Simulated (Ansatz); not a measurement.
## Crystal structures of thallium under LDA

Computed with DFT, LDA (PW92), plane waves (420 eV) with PAW, scalar-relativistic (Ansatz). The PAW files were generated under PBE, with cores re-solved for the functional.

Each structure is relaxed within its own symmetry, so a high-lying one may be dynamically unstable.

```csv
structure,ΔE (meV/atom),V (Å³/atom),cell,magnetic state
hcp,0,27.27,"a = 3.401 Å, c = 5.443 Å (c/a = 1.600)",spin not included
bcc,4,27.27,a = 3.792 Å,spin not included
fcc,13,27.12,a = 4.769 Å,spin not included
dhcp,13,27.12,"a = 3.378 Å, c = 10.977 Å (c/a = 3.249)",spin not included
omega (AlB2-type),19,27.43,"a = 5.364 Å, c = 3.302 Å (c/a = 0.616)",spin not included
A15,49,27.62,a = 6.045 Å,spin not included
simple cubic,129,29.34,a = 3.084 Å,spin not included
diamond,448,38.41,a = 6.748 Å,spin not included
```

ΔE counts from hcp.

Differences under about 8 meV lie within the error of the k-point mesh.
